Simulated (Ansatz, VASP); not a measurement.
Two plane-wave programs on CdTe

File INCAR:

```
  PREC = Accurate
  ENCUT = 520
  EDIFF = 1E-6
  ISMEAR = 0
  SIGMA = 0.05
  LREAL = False
  LASPH = True
  NELM = 80
  ALGO = Normal
  ISIF = 2
  LWAVE = False
  LCHARG = False
  NBANDS = 16
```

File KPOINTS:

```
regular mesh
0
Gamma
  6 6 6
```

POSCAR

```
CdTe
1.0
    0.0000000000      2.9269479746      2.9269479746
    2.9269479746      0.0000000000      2.9269479746
    2.9269479746      2.9269479746      0.0000000000
Cd Te
1 1
Direct
    0.5000000000      0.5000000000      0.5000000000
    0.0000000000      0.0000000000      0.0000000000
```

Input for Ansatz:

```yaml
crystal:
  lattice:
    - [0.0, 2.9269479746, 2.9269479746]
    - [2.9269479746, 0.0, 2.9269479746]
    - [2.9269479746, 2.9269479746, 0.0]
  atoms:
    - { symbol: Cd, position: [0.5, 0.5, 0.5] }
    - { symbol: Te, position: [0.0, 0.0, 0.0] }
basis:
  ecutwfc: 420
  ecutrho_ratio: 4
kpoints:
  mp_grid: { grid: [6, 6, 6] }
hamiltonian:
  xc: lda
scf:
  occupations: { method: gaussian, width: 0.05 }
output:
  forces: true
  stress: true
  eigenvalues: true
```

Alike in both runs: task single point; functional LDA; k mesh 6 × 6 × 6; occupations gaussian, width 0.05 eV; no spin polarisation.

|  | VASP | Ansatz |
| --- | --- | --- |
| version | VASP 6.6.1 | Ansatz 0.2.0 |
| potentials or method | VASP PAW LDA potentials, release 64 (Cd, Te) | scalar-relativistic, plane waves, PAW |
| plane-wave cutoff (eV) | 520 | 420 |
| valence electrons in the cell | 18 | 36 |

|  | VASP | Ansatz | Ansatz less VASP |
| --- | --- | --- | --- |
| gap on the k mesh at the Fermi level (eV) | none | none | - |
| pressure (GPa) | 3.2 | 2.8 | -0.47 |

A gap of «none» marks a metal or a gap that the smearing closes. The two sets of potentials don't hold the same shells in valence.

The runs have no spin-orbit coupling, so splittings on Te are missing.
